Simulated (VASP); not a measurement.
# InAs (F-43m) in VASP: further runs

InAs is run at these levels: PBE; tasks: single point.

All numbers are computed with VASP 6.6.1; they aren't measurements. Logs are shortened: lines on timing, memory, paths and dates and some standing lists are left out, and cuts for length are marked.

**What was measured.**

A printed reference work, data compilation reports, for a bulk crystal of InAs at 4.2 K: band gap 0.418 eV (direct).

The runs below are set against these values where they give the same quantity.

## 1. The cell of the first run

It takes space group F-43m (No. 216, cubic). The conventional cell has a = 5.492 Å, b = 5.492 Å, c = 5.492 Å, α = 90.00°, β = 90.00°, γ = 90.00°. Within 3.1 Å of In (site symmetry -43m) lie 4 As at 2.38 Å. As (site symmetry -43m) has 4 In at 2.38 Å within 3.1 Å.

## 2. Single point, PBE

Contents of INCAR:

```
SYSTEM = InAs
PREC     = Accurate       ! precision mode
ENCUT    = 520            ! plane-wave cutoff, eV
EDIFF    = 1E-6           ! SCF threshold, eV
ISMEAR   = -1             ! smearing method
SIGMA    = 0.15           ! smearing width, eV
LREAL    = .FALSE.        ! projectors in reciprocal space
LASPH    = .TRUE.         ! aspherical terms in the spheres
NELM     = 60             ! most SCF steps
ALGO     = Normal         ! electronic algorithm
ISIF     = 2              ! what is computed and relaxed
LWAVE    = .FALSE.        ! write WAVECAR
LCHARG   = .FALSE.        ! write CHGCAR
GGA      = PE             ! functional
NBANDS   = 16             ! bands
```

Contents of KPOINTS:

```
regular mesh
0
G
  12 12 12
  0 0 0
```

Contents of POSCAR:

```
InAs
1.0
    0.0000000000      2.7461313684      2.7461313684
    2.7461313684      0.0000000000      2.7461313684
    2.7461313684      2.7461313684      0.0000000000
In As
1 1
Direct
    0.0000000000      0.0000000000      0.0000000000
    0.7500000000      0.7500000000      0.7500000000
```

Potentials or basis: VASP PAW PBE potentials, release 64 (In_d, As).

Launch:

```bash
$ cat potpaw_PBE.64/In_d/POTCAR potpaw_PBE.64/As/POTCAR > POTCAR
$ mpirun -np 1 vasp_std > vasp.out
```

OUTCAR:

```text
SYSTEM = InAs
   PREC = Accurate
   ENCUT = 520
   EDIFF = 1E-6
   ISMEAR = -1
   LREAL = .FALSE.
   LASPH = .TRUE.
   NELM = 60
   ISIF = 2
   GGA = PE

 ion  position               nearest neighbor table
   1  0.000  0.000  0.000-   2 2.38   2 2.38   2 2.38   2 2.38
   2  0.750  0.750  0.750-   1 2.38   1 2.38   1 2.38   1 2.38

  LATTYP: Found a face centered cubic cell.
 ALAT       =     5.4922627368

  Lattice vectors:

 A1 = (   0.0000000000,   2.7461313684,   2.7461313684)
 A2 = (   2.7461313684,   0.0000000000,   2.7461313684)
 A3 = (   2.7461313684,   2.7461313684,   0.0000000000)

Analysis of symmetry for initial positions (statically):
=====================================================================
 Subroutine PRICEL returns:
 Original cell was already a primitive cell.

 Routine SETGRP: Setting up the symmetry group for a
 face centered cubic supercell.

 Subroutine GETGRP returns: Found 24 space group operations
 (whereof 24 operations were pure point group operations)
 out of a pool of 48 trial point group operations.

The static configuration has the point symmetry T_d .

Analysis of symmetry for dynamics (positions and initial velocities):
=====================================================================
 Subroutine PRICEL returns:
 Original cell was already a primitive cell.

 Routine SETGRP: Setting up the symmetry group for a
 face centered cubic supercell.

 Subroutine GETGRP returns: Found 24 space group operations
 (whereof 24 operations were pure point group operations)
 out of a pool of 48 trial point group operations.

The dynamic configuration has the point symmetry T_d .

 Subroutine INISYM returns: Found 24 space group operations
 (whereof 24 operations are pure point group operations),
 and found     1 'primitive' translations

----------------------------------------------------------------------------------------

                                     Primitive cell

  volume of cell :      41.4185

  direct lattice vectors                    reciprocal lattice vectors
     0.000000000  2.746131368  2.746131368    -0.182074319  0.182074319  0.182074319
     2.746131368  0.000000000  2.746131368     0.182074319 -0.182074319  0.182074319
     2.746131368  2.746131368  0.000000000     0.182074319  0.182074319 -0.182074319

  length of vectors
     3.883616225  3.883616225  3.883616225     0.315361972  0.315361972  0.315361972

  position of ions in fractional coordinates (direct lattice)
     0.000000000  0.000000000  0.000000000
     0.750000000  0.750000000  0.750000000

  ion indices of the primitive-cell ions
   primitive index   ion index
                 1           1
                 2           2

----------------------------------------------------------------------------------------

 KPOINTS: regular mesh

Automatic generation of k-mesh.
 Grid dimensions read from file:
 generate k-points for:   12   12   12

 Generating k-lattice:

  Cartesian coordinates                     Fractional coordinates (reciprocal lattice)
    -0.015172860  0.015172860  0.015172860     0.083333333  0.000000000  0.000000000
     0.015172860 -0.015172860  0.015172860     0.000000000  0.083333333  0.000000000
     0.015172860  0.015172860 -0.015172860     0.000000000  0.000000000  0.083333333

  Length of vectors
     0.026280164  0.026280164  0.026280164

  Shift w.r.t. Gamma in fractional coordinates (k-lattice)
     0.000000000  0.000000000  0.000000000

 Subroutine IBZKPT returns following result:
 ===========================================

 Found     72 irreducible k-points:

 Following reciprocal coordinates:
            Coordinates               Weight
  0.000000  0.000000  0.000000      1.000000
  0.083333  0.000000  0.000000      8.000000
  0.166667  0.000000  0.000000      8.000000
  0.250000  0.000000  0.000000      8.000000
  0.333333  0.000000  0.000000      8.000000
  0.416667  0.000000  0.000000      8.000000
[... 16 lines left out ...]
  0.500000  0.166667  0.000000     24.000000
 -0.416667  0.166667  0.000000     24.000000
 [... further k-points ...]
   k-points           NKPTS =     72   k-points in BZ     NKDIM =     72   number of bands    NBANDS=     16
   number of dos      NEDOS =    301   number of ions     NIONS =      2
   total plane-waves  NPLWV =  27000
   dimension x,y,z NGX =    30 NGY =   30 NGZ =   30
   dimension x,y,z NGXF=    60 NGYF=   60 NGZF=   60
   ions per type =               1   1
   NGX,Y,Z   is equivalent  to a cutoff of  12.84, 12.84, 12.84 a.u.
   NGXF,Y,Z  is equivalent  to a cutoff of  25.68, 25.68, 25.68 a.u.
 SYSTEM =  InAs
   PREC   = accura    normal or accurate (medium, high low for compatibility)
   ISTART =      0    job   : 0-new  1-cont  2-samecut
   ICHARG =      2    charge: 1-file 2-atom 10-const
   ISPIN  =      1    spin polarized calculation?
   LNONCOLLINEAR =      F non collinear calculations
   LSORBIT =      F    spin-orbit coupling
   LASPH  =      T    aspherical Exc in radial PAW
   ENCUT  =  520.0 eV  38.22 Ry    6.18 a.u.   7.22  7.22  7.22*2*pi/ulx,y,z
   NELM   =     60;   NELMIN=  2; NELMDL= -5     # of ELM steps
   EDIFF  = 0.1E-05   stopping-criterion for ELM
   LREAL  =      F    real-space projection
   EDIFFG = 0.1E-04   stopping-criterion for IOM
   NSW    =      0    number of steps for IOM
   IBRION =     -1    ionic relax: 0-MD 1-quasi-New 2-CG
   NFREE  =      0    steps in history (QN), initial steepest desc. (CG)
   ISIF   =      2    stress and relaxation
   ISYM   =      2    0-nonsym 1-usesym 2-fastsym
   POTIM  = 0.5000    time-step for ionic-motion
   TEBEG  =    0.0;   TEEND  =   0.0 temperature during run
   PSTRESS=    0.0 pullay stress
   NELECT =      18.0000    total number of electrons
   NUPDOWN=      -1.0000    fix difference up-down
   EMIN   =  10.00;   EMAX   =-10.00  energy-range for DOS
   EFERMI =   0.00;   METHOD = LEGACY
   ISMEAR =    -1;   SIGMA  =   0.15  broadening in eV -4-tet -1-fermi 0-gaus
   EFERMI_NEDOS =   21; number of points for ismear=-14 and -15
   IALGO  =     38    algorithm
   IMIX   =      4    mixing-type and parameters
     AMIX     =   0.40;   BMIX     =  1.00
     AMIX_MAG =   1.60;   BMIX_MAG =  1.00
  volume/ion in A,a.u.               =      20.71       139.75
  Fermi-wavevector in a.u.,A,eV,Ry     =   1.240036  2.343329 20.921539  1.537690
  Thomas-Fermi vector in A             =   2.374494
   LORBIT       =      0    0 simple, 1 ext, 2 COOP (PROOUT), +10 PAW based schemes
   GGA     = PE    functional components
[... 5 lines left out ...]
 non-spin polarized calculation
  energy-cutoff  :      520.00
  volume of cell :       41.42
 maximum number of plane-waves:      1139
 NGX is ok and might be reduce to    30
   NGX = 15   NGY = 15   NGZ = 15

 number of electron      18.0000004 magnetization

 Free energy of the ion-electron system (eV)
  ---------------------------------------------------
  ext. energy  EPLUGINS =         0.00000000
  ---------------------------------------------------
  free energy    TOTEN  =        -6.11565132 eV

  energy without entropy =       -6.11437161  energy(sigma->0) =       -6.11501146

 E-fermi :   8.4895     XC(G=0): -10.4264

 val. band max:        8.0131318574   @ k =   0.0000   0.0000   0.0000
 cond. band min:       8.9314156783   @ k =   0.5000   0.5000   0.0000
 fundamental gap:      0.9182838210
 Fermi energy:         8.4895225193

 k-point     1 :       0.0000    0.0000    0.0000
  band No.  band energies     occupation
      1      -7.3809      2.00000
      2      -7.3809      2.00000
      3      -7.3809      2.00000
      4      -7.0772      2.00000
      5      -7.0772      2.00000
      6      -6.1900      2.00000
[... 8 lines left out ...]
     15      18.4285      0.00000
     16      18.4285      0.00000

 k-point     2 :       0.0833    0.0000    0.0000
  band No.  band energies     occupation
      1      -7.4198      2.00000
      2      -7.3738      2.00000
      3      -7.3738      2.00000
      4      -7.0777      2.00000
      5      -7.0777      2.00000
      6      -6.0601      2.00000
[... 8 lines left out ...]
     15      17.5035      0.00000
     16      17.5035      0.00000

 k-point     3 :       0.1667    0.0000    0.0000
  band No.  band energies     occupation
      1      -7.5057      2.00000
      2      -7.3557      2.00000
      3      -7.3557      2.00000
      4      -7.0782      2.00000
      5      -7.0782      2.00000
      6      -5.7034      2.00000
[... 8 lines left out ...]
     15      16.8680      0.00000
     16      17.1870      0.00000

 k-point     4 :       0.2500    0.0000    0.0000
  band No.  band energies     occupation
      1      -7.5963      2.00000
      2      -7.3337      2.00000
      3      -7.3337      2.00000
      4      -7.0756      2.00000
      5      -7.0756      2.00000
      6      -5.1718      2.00000
[... 8 lines left out ...]
     15      16.8909      0.00000
     16      16.8909      0.00000

 k-point     5 :       0.3333    0.0000    0.0000
  band No.  band energies     occupation
      1      -7.6706      2.00000
      2      -7.3158      2.00000
      3      -7.3158      2.00000
      4      -7.0685      2.00000
      5      -7.0685      2.00000
      6      -4.5223      2.00000
[... 8 lines left out ...]
     15      17.6370      0.00000
     16      17.6370      0.00000

 k-point     6 :       0.4167    0.0000    0.0000
  band No.  band energies     occupation
      1      -7.7186      2.00000
      2      -7.3057      2.00000
      3      -7.3057      2.00000
      4      -7.0599      2.00000
      5      -7.0599      2.00000
      6      -3.8823      2.00000
[... 8 lines left out ...]
     15      18.8304      0.00000
     16      18.8304      0.00000
[... 267 lines left out ...]
 k-point    21 :       0.3333    0.1667    0.0000
  band No.  band energies     occupation
      1      -7.6744      2.00000
      2      -7.2954      2.00000
      3      -7.2835      2.00000
      4      -7.1183      2.00000
      5      -7.0513      2.00000
      6      -4.6269      2.00000
[... 8 lines left out ...]
     15      18.8593      0.00000
     16      18.8805      0.00000

 k-point    22 :       0.4167    0.1667    0.0000
  band No.  band energies     occupation
      1      -7.7188      2.00000
      2      -7.2882      2.00000
      3      -7.2700      2.00000
      4      -7.1095      2.00000
      5      -7.0480      2.00000
      6      -3.9900      2.00000
[... 8 lines left out ...]
     15      19.3454      0.00000
     16      19.7326      0.00000

 k-point    23 :       0.5000    0.1667    0.0000
  band No.  band energies     occupation
      1      -7.7428      2.00000
      2      -7.2865      2.00000
      3      -7.2656      2.00000
      4      -7.0941      2.00000
      5      -7.0514      2.00000
      6      -3.4433      2.00000
[... 8 lines left out ...]
     15      19.7924      0.00000
     16      19.8816      0.00000

 k-point    24 :      -0.4167    0.1667    0.0000
  band No.  band energies     occupation
      1      -7.7432      2.00000
      2      -7.2879      2.00000
      3      -7.2691      2.00000
      4      -7.0797      2.00000
      5      -7.0631      2.00000
      6      -3.3439      2.00000
[... 8 lines left out ...]
     15      18.4870      0.00000
     16      19.1176      0.00000

 [... further k-points ...]
[... 5 lines left out ...]
  --------------------------------------------------------------------------------------
  -------------------------------------------------------------------------------------
  Total       10.4014991     10.4014991     10.4014991      0.0000000     -0.0000000     -0.0000000
  in kB      402.3579572    402.3579572    402.3579572      0.0000000     -0.0000000     -0.0000000
  external PRESSURE =     402.3579572 kB  Pullay stress =       0.0000000 kB

 VOLUME and BASIS-vectors are now :
 -----------------------------------------------------------------------------
  energy-cutoff  :      520.00
  volume of cell :       41.42
      direct lattice vectors                 reciprocal lattice vectors
     0.000000000  2.746131368  2.746131368    -0.182074319  0.182074319  0.182074319
     2.746131368  0.000000000  2.746131368     0.182074319 -0.182074319  0.182074319
     2.746131368  2.746131368  0.000000000     0.182074319  0.182074319 -0.182074319

 POSITION                                       TOTAL-FORCE (eV/Angst)
 -----------------------------------------------------------------------------------
      0.00000      0.00000      0.00000         0.000000      0.000000      0.000000
      4.11920      4.11920      4.11920        -0.000000     -0.000000     -0.000000
 -----------------------------------------------------------------------------------
    total drift:                                0.000000      0.000000      0.000000

  FREE ENERGIE OF THE ION-ELECTRON SYSTEM (eV)
  ---------------------------------------------------
  free  energy   TOTEN  =        -6.1156513190 eV

  energy  without entropy=       -6.1143716100  energy(sigma->0) =       -6.11501146
```

Wall time 30 s (1 thread of AMD EPYC 9R14 (Zen 4), shared host); peak memory 0.17 GiB.

What came out:

```
Free energy            : -6.1157 eV
Pressure               : 40.2 GPa
Band gap on the k mesh : 0.92 eV, indirect (least direct gap 1.24 eV)
```

Caveat: spin-orbit coupling is left out, which moves the levels of the heavy elements. A k mesh can miss the band edges.

## 3. Single point, PBE

This run uses another cell than the first one, of 29.60 Å³/atom, 1.429 times its volume.

Contents of INCAR:

```
ALGO = Normal ; EDIFF = 1E-7
ENCUT = 520 ; GGA = PE
ISIF = 2 ; ISMEAR = 0
LASPH = True ; LCHARG = False
LREAL = False ; LWAVE = False
NBANDS = 16 ; NELM = 80
PREC = Accurate ; SIGMA = 0.1
```

Contents of KPOINTS:

```
k-points
0
Gamma
  12 12 12
```

Contents of POSCAR:

```
InAs
1.0
    0.0000000000      3.0933796600      3.0933796600
    3.0933796600      0.0000000000      3.0933796600
    3.0933796600      3.0933796600      0.0000000000
In As
1 1
Direct
    0.0000000000      0.0000000000      0.0000000000
    0.7500000000      0.7500000000      0.7500000000
```

Potentials or basis: VASP PAW PBE potentials, release 64 (In_d, As).

Launch:

```bash
$ cat potpaw_PBE.64/In_d/POTCAR potpaw_PBE.64/As/POTCAR > POTCAR
$ mpirun -np 1 vasp_std > vasp.out
```

Run time: 64 s. Hardware: 1 thread of AMD EPYC 9R14 (Zen 4), shared host; peak memory 0.21 GiB.

The run converged. Its results:

| Item | Value |
| --- | --- |
| Free energy | -7.7197 eV |
| Pressure | 0.0 GPa |
| Band gap on the k mesh | zero (filled and empty bands touch) |

Levels at points of the mesh, in eV from the Fermi level:
| k point | band 5 | band 6 | band 7 | band 8 | band 9 | band 10 | band 11 | band 12 | band 13 | band 14 |
| --- | --- | --- | --- | --- | --- | --- | --- | --- | --- | --- |
| (0.00, 0.00, 0.00) | -14.23 | -11.51 | -0.61 | -0.07 | -0.07 | -0.07 | 3.81 | 3.81 | 3.81 | 7.21 |
| (0.50, 0.00, 0.00) | -14.23 | -10.24 | -5.50 | -0.96 | -0.96 | 0.75 | 4.57 | 4.57 | 6.69 | 8.63 |
| (0.50, 0.50, 0.00) | -14.21 | -9.77 | -5.62 | -2.17 | -2.17 | 1.59 | 1.98 | 8.69 | 8.73 | 8.73 |

Caveat: spin-orbit coupling is left out, which moves the levels of the heavy elements.

## 4. How close it comes

Step 3. Against the measured gap of InAs, 0.418 eV (direct; 4.2 K; a printed reference work, data compilation), the calculated 0.00 eV is off by -0.42 eV. Spin-orbit coupling on As, In is left out. The value is that of PBE on a finite k mesh, which can miss the band edges, without temperature or zero-point motion. Semilocal functionals fall short of measured gaps as a rule.
